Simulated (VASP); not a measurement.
V:

```
CELL_PARAMETERS angstrom
-1.51435 1.51435 1.51435
1.51435 -1.51435 1.51435
1.51435 1.51435 -1.51435
ATOMIC_POSITIONS crystal
V 0.00000 0.00000 0.00000
```

* Program: VASP 6.6.1
* Task: relaxation of cell and atoms
* Functional: PBEsol
* Dispersion: D4
* Potentials or basis: VASP PAW PBE potentials, release 64 (V_sv)
* Cutoff: 600 eV
* k mesh: 12 × 12 × 12
* Occupations: fermi-dirac, width 0.05 eV
* Spin: collinear spin, ferromagnetic start
* Starting moments: [2.0] μB

At the start: pressure -13.9 GPa; volume 13.89 Å³/atom.

How do energy, volume and symmetry change on relaxing?

Over 4 steps the energy falls by 50.7 meV/atom and the volume is 12.79 Å³/atom (-7.9 %); space group Im-3m (No. 229, to 0.05 Å); moment 0.00 μB per cell.

Step by step:
| step | energy change (eV) | largest force (eV/Å) | pressure (GPa) | volume (Å³) |
| --- | --- | --- | --- | --- |
| 1 | 0.0000 | 0.0000 | -13.92 | 13.89 |
| 2 | 0.0279 | 0.0000 | 23.03 | 11.60 |
| 3 | -0.0507 | 0.0000 | -0.30 | 12.81 |
| 4 | -0.0507 | 0.0000 | 0.03 | 12.79 |

Final structure:
```
CELL_PARAMETERS angstrom
-1.47329 1.47329 1.47329
1.47329 -1.47329 1.47329
1.47329 1.47329 -1.47329
ATOMIC_POSITIONS crystal
V 0.00000 0.00000 0.00000
```

Caveat: the PAW data sets were made with another functional, which shifts forces and pressure a little; pairwise dispersion overbinds metals, which lowers pressure and volume.
